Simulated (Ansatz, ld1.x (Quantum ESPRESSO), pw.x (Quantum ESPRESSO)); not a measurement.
From atom to crystal: TM potential for P (Z = 15)

ld1.x (Quantum ESPRESSO) 7.5 input, shortened:

```
&input
   title='P', zed=15., rel=1, dft='PBE', iswitch=3,
   config='[Ne] 3s2 3p3 3d-2'
 /
 &inputp
   pseudotype=2, tm=.true., lloc=0,
   nlcc=.false.
 /
3
3P  2  1   3.00   0.00  1.70  1.70  0.0
3D  3  2  -2.00   0.05  1.80  1.80  0.0
3S  1  0   2.00   0.00  1.70  1.70  0.0
 &test
   configts(1)='3s2 3p3'
 /
```

Atomic tests: cutoffs needed: 21 Ry and 45 Ry (the cutoffs (Ry, on a coarse ladder) from which the occupation-weighted sum of valence levels, in a spherical-Bessel basis at the reference potential, stays within 10 and 1 mRy of its value at 400 Ry); ghost test: no extra level below or beside the all-electron valence levels (p, d, s, f tested) (spherical-Bessel basis up to 400 Ry, 20 bohr box); largest excitation error: +218 meV (all-electron minus pseudo) for 3s1 3p0, out of 7 test configurations.

Crystal test: bcc P in pw.x 7.5, no spin, 15³ k-points, Fermi–Dirac smearing 0.01 Ry, cutoffs 55/220 Ry. The reference is all-electron LAPW (Ansatz 0.2.0) with the same functional, mesh and smearing; V0 and B0 come from Birch–Murnaghan fits to the pressures at five volumes. Errors are pseudo minus all-electron; Δ is the rms difference of the E(V) curves that follow from these fits, minima aligned, over ±6 % about the mean V0. Mesh and smearing are coarse, so the numbers serve the comparison and aren't converged zero-temperature values; the lattice is a test structure that the element need not adopt.

```csv
V (Å³/atom),P all-electron (GPa),P pseudo (GPa)
13.593,4.70,4.62
13.950,1.90,1.81
14.308,-0.58,-0.68
14.666,-2.78,-2.89
15.023,-4.74,-4.86
```

All-electron: a0 = 3.052 Å (V0 = 14.22 Å³/atom), B0 = 95.6 GPa.

Pseudopotential: mean pressure error (GPa): -0.10; a0 (Å): 3.051; a0 error (%): -0.04; B0 error (%): +0.8; Δ (meV/atom): 0.3.

**Question.** At the middle volume, how do free energy and pressure move when the wave cutoff is lowered (ecutrho kept at four times it)?

**Answer.**

```json
{"cutoff (Ry)": "25", "shift of F (meV/atom)": "+129.7", "shift of P (GPa)": "-0.89"}
{"cutoff (Ry)": "33", "shift of F (meV/atom)": "+64.1", "shift of P (GPa)": "-1.96"}
{"cutoff (Ry)": "44", "shift of F (meV/atom)": "+7.0", "shift of P (GPa)": "-0.64"}
```

The run at the middle volume (120 k-points, 5 iterations) took about 6.4 s on one core of a shared host (Neoverse-V1, 32 threads, 247 GiB, load 25).
